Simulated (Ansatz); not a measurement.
# Structural energy differences of gallium

These are results of DFT, LDA (PW92), plane waves (420 eV) with PAW, scalar-relativistic in Ansatz 0.2.0, not measurements. The PAW files were generated under PBE, with cores re-solved for the functional.

Each structure is relaxed within its own symmetry, so a high-lying one may be dynamically unstable.

```tsv
structure	ΔE (meV/atom)	V (Å³/atom)	cell	magnetic state
alpha-Ga (Cmce)	0	18.36	a = 4.436 Å, b = 7.484 Å, c = 4.425 Å	spin not included
beta-Ga	26	17.33	a = 2.713 Å, b = 7.746 Å, c = 3.314 Å, β = 95.41°	spin not included
fcc	50	17.19	a = 4.096 Å	spin not included
dhcp	54	17.17	a = 2.939 Å, c = 9.180 Å (c/a = 3.123)	spin not included
hcp	63	17.26	a = 2.934 Å, c = 4.632 Å (c/a = 1.579)	spin not included
bcc	69	17.38	a = 3.264 Å	spin not included
omega (AlB2-type)	76	17.45	a = 4.552 Å, c = 2.918 Å (c/a = 0.641)	spin not included
A15	87	17.61	a = 5.204 Å	spin not included
simple cubic	88	18.08	a = 2.625 Å	spin not included
diamond	334	22.88	a = 5.678 Å	spin not included
```

ΔE counts from alpha-Ga (Cmce).

Differences under about 8 meV lie within the error of the k-point mesh.
